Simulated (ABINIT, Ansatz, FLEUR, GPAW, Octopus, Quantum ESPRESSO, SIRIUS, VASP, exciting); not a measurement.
**One calculation of Bi, 11 ways**

```xyz
2
Lattice="2.2675 1.3091 3.9380 -2.2675 1.3091 3.9380 0.0000 -2.6183 3.9380" Properties=species:S:1:pos:R:3 pbc="T T T"
Bi    0.0000    0.0000    9.0495
Bi    0.0000    0.0000    2.7645
```

Alike in all runs: task single point; functional PBEsol; k mesh 7 × 7 × 7; occupations fermi-dirac, width 0.05 eV; no spin polarisation; no spin-orbit coupling. Pressure is positive in compression and, in plane waves, holds the error of the finite cutoff, which Ansatz's Pulay term estimates and takes out.

```csv
program and potentials,plane-wave cutoff (eV),notes,pressure (GPa),largest force (eV/Å)
"Ansatz, Ansatz PAW",420,"potentials made for PBE, which Ansatz adapts in part; Pulay term of +0.03 GPa included",-0.35,0.129
"VASP, PBE PAW files Bi_d, 520 eV",520,potentials made for PBE,-0.41,0.135
"Octopus, pseudodojo_pbesol (PseudoDojo 0.4, PBEsol)",-,-,-,0.150
"Quantum ESPRESSO, PseudoDojo 0.4.1 SR PBEsol standard",898,-,-0.34,0.149
"exciting, all-electron LAPW+lo, shipped species files, valence relativity iora*",-,-,-,0.144
"SIRIUS, PseudoDojo 0.4.1 PBEsol standard (scalar relativistic)",915,-,-0.31,0.148
"GPAW, PAW data sets generated for this functional",600,-,?,?
"SIRIUS, all-electron FP-LAPW, apw+lo standard",-,-,-,0.142
"Ansatz, all-electron LAPW, scalar-relativistic",-,-,-0.33,0.131
"ABINIT, PseudoDojo NC SR PBEsol v0.4.1 standard",898,-,-0.32,0.149
"FLEUR, all-electron, FLAPW",-,-,-,0.137
```

Problem. Estimate from the other rows what the run with GPAW, PAW data sets generated for this functional gave.

Solution. Pressure -0.44 GPa; largest force 0.124 eV/Å. The other rows, which needn't bracket it: pressure -0.41 to -0.31; largest force 0.129 to 0.150.
